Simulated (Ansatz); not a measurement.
**TePb: a vibration from a frozen displacement**

The calculation used DFT LDA, scalar-relativistic, plane waves, PAW (Ansatz). Cutoff 420 eV, Γ-centred 8×8×8 k-points, Gaussian smearing of 0.05 eV. Spin–orbit coupling is left out, which matters for the heavy elements here. No spin polarisation. Energies are free energies at this smearing, counted from the undisturbed cell; pressure is positive in compression.

Zero of the scan (as given, not relaxed at this level; it stands at -1.6 GPa):

```xyz
2
Lattice="0.0000 3.2270 3.2270 3.2270 0.0000 3.2270 3.2270 3.2270 0.0000" Properties=species:S:1:pos:R:3 pbc="T T T"
Te    3.2270    3.2270    3.2270
Pb    0.0000    0.0000    0.0000
```

Every Pb atom is moved by x along the Cartesian unit vector (0.000, 1.000, 0.000); the cell and all other atoms stay fixed. The cell's volume is 67.21 Å³; the moved atoms weigh 207.200 u together and the others 127.600 u. Some rows repeat others by symmetry and weren't run.

| x (Å) | ΔE (meV/cell) | total force on the moved atoms along the move (eV/Å) | pressure (GPa) |
| --- | --- | --- | --- |
| -0.3000 | 38.86 | 0.4416 | -0.4461 |
| -0.2625 | 24.74 | 0.3160 | -0.7211 |
| -0.2250 | 14.84 | 0.2158 | -0.9524 |
| -0.1875 | 8.26 | 0.1388 | -1.1427 |
| -0.1500 | 4.17 | 0.0826 | -1.2946 |
| -0.1125 | 1.84 | 0.0445 | -1.4102 |
| -0.0750 | 0.65 | 0.0209 | -1.4913 |
| -0.0375 | 0.14 | 0.0078 | -1.5393 |
| 0.0000 | 0.00 | 0.0000 | -1.5552 |
| 0.0375 | 0.14 | -0.0078 | -1.5393 |
| 0.0750 | 0.65 | -0.0209 | -1.4913 |
| 0.1125 | 1.84 | -0.0445 | -1.4102 |
| 0.1500 | 4.17 | -0.0826 | -1.2946 |
| 0.1875 | 8.26 | -0.1388 | -1.1427 |
| 0.2250 | 14.84 | -0.2158 | -0.9524 |
| 0.2625 | 24.74 | -0.3160 | -0.7211 |
| 0.3000 | 38.86 | -0.4416 | -0.4461 |

Q: What frequency belongs to this motion?

A: The force constant is k = −dF/dx = 0.208 eV/Å², from the parabola through x = -0.0375, 0 and 0.0375. In every cell the moved atoms swing against the rest, so the mass is μ = m₁m₂/(m₁ + m₂) = 78.969 u, and ν̃ = 521.5 cm⁻¹ × √(|k|/μ) = 27 cm⁻¹, at this cell's pressure of -1.6 GPa. To first order in x, and within 1 %, the force on every atom lies along the move and, within each of the two groups, in proportion to the atom's mass, so this is itself a mode at the zone centre of this cell, taken without macroscopic field (the transverse frequency in a polar insulator).

Q: How far does the harmonic law reach?

A: At x = -0.300 Å, kx²/2 = 9.36 meV against the computed 38.86 meV (+315.2 %): the well stiffens in this direction at large amplitude.